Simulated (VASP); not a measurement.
VASP 6.6.1 run: BaZrO3

INCAR

```
LASPH = .TRUE.
SIGMA = 0.02
ISMEAR = -1
NELM = 120
LCHARG = .FALSE.
ENCUT = 520
GGA = PE
NBANDS = 28
ISIF = 2
EDIFF = 1E-7
IBRION = -1
LWAVE = .FALSE.
PREC = Accurate
NSW = 0
BMIX = 2
LREAL = .FALSE.
```

KPOINTS

```
KPOINTS created by Atomic Simulation Environment
0
Gamma
6 6 6
0 0 0
```

POSCAR

```
Ba Zr O
 1.0000000000000000
     4.2053549142000000    0.0000000000000000    0.0000000000000000
     0.0000000000000000    4.2053549142000000    0.0000000000000000
     0.0000000000000000    0.0000000000000000    4.3315155615999998
 Ba  Zr  O
   1   1   3
Cartesian
  0.0000000000000000  0.0000000000000000  0.0000000000000000
  2.1026774571000000  2.1026774571000000  2.1657577807999999
  2.1026774571000000  2.1026774571000000  0.0000000000000000
  2.1026774571000000  0.0000000000000000  2.1657577807999999
  0.0000000000000000  2.1026774571000000  2.1657577807999999
```

The recommended PBE PAW datasets give the neutral cell 40 valence electrons.

Command

```
mpirun -np 1 vasp_std
```

Predict the outcome of this run.

It converged. Results: gap between bands v and c on the k mesh 3.03 eV; least direct gap on the k mesh 3.31 eV; pressure -0.9 GPa. Band v is the last that the valence electrons fill when counted band by band, and c is the next.

OSZICAR

```
N       E                     dE             d eps       ncg     rms          rms(c)
DAV:   1     0.304355130939E+03    0.30436E+03   -0.21838E+04  2240   0.139E+03
DAV:   2    -0.285856138856E+02   -0.33294E+03   -0.32271E+03  2740   0.346E+02
DAV:   3    -0.488063472341E+02   -0.20221E+02   -0.20138E+02  3468   0.805E+01
DAV:   4    -0.493788711897E+02   -0.57252E+00   -0.57160E+00  3100   0.109E+01
DAV:   5    -0.493907868754E+02   -0.11916E-01   -0.11915E-01  3192   0.126E+00    0.269E+01
DAV:   6    -0.421465343863E+02    0.72443E+01   -0.21388E+01  2648   0.274E+01    0.132E+01
DAV:   7    -0.417569465516E+02    0.38959E+00   -0.25951E+00  3332   0.804E+00    0.577E+00
DAV:   8    -0.416970707128E+02    0.59876E-01   -0.61594E-01  2876   0.489E+00    0.116E+00
DAV:   9    -0.416956224988E+02    0.14482E-02   -0.21832E-01  3060   0.230E+00    0.132E+00
DAV:  10    -0.416962478921E+02   -0.62539E-03   -0.52667E-02  2640   0.147E+00    0.420E-01
DAV:  11    -0.416969750566E+02   -0.72716E-03   -0.58023E-03  2888   0.462E-01    0.161E-01
DAV:  12    -0.416966268769E+02    0.34818E-03   -0.79961E-03  3352   0.521E-01    0.105E-01
DAV:  13    -0.416964551300E+02    0.17175E-03   -0.97309E-04  2668   0.178E-01    0.539E-02
DAV:  14    -0.416964240021E+02    0.31128E-04   -0.10745E-04  3328   0.515E-02    0.215E-02
DAV:  15    -0.416964157050E+02    0.82971E-05   -0.53245E-05  3276   0.356E-02    0.660E-03
DAV:  16    -0.416964175771E+02   -0.18721E-05   -0.66377E-06  3668   0.110E-02    0.452E-03
DAV:  17    -0.416964178347E+02   -0.25762E-06   -0.27163E-07  2412   0.374E-03    0.190E-03
DAV:  18    -0.416964177794E+02    0.55346E-07   -0.12502E-07  1568   0.225E-03
   1 F= -.41696418E+02 E0= -.41696418E+02  d E =-.173569E-10
```

For comparison, a separate PBE run of the intended cell, on usual settings and not on those above, gives a gap of 3.03 eV on its mesh and a pressure of -0.9 GPa.
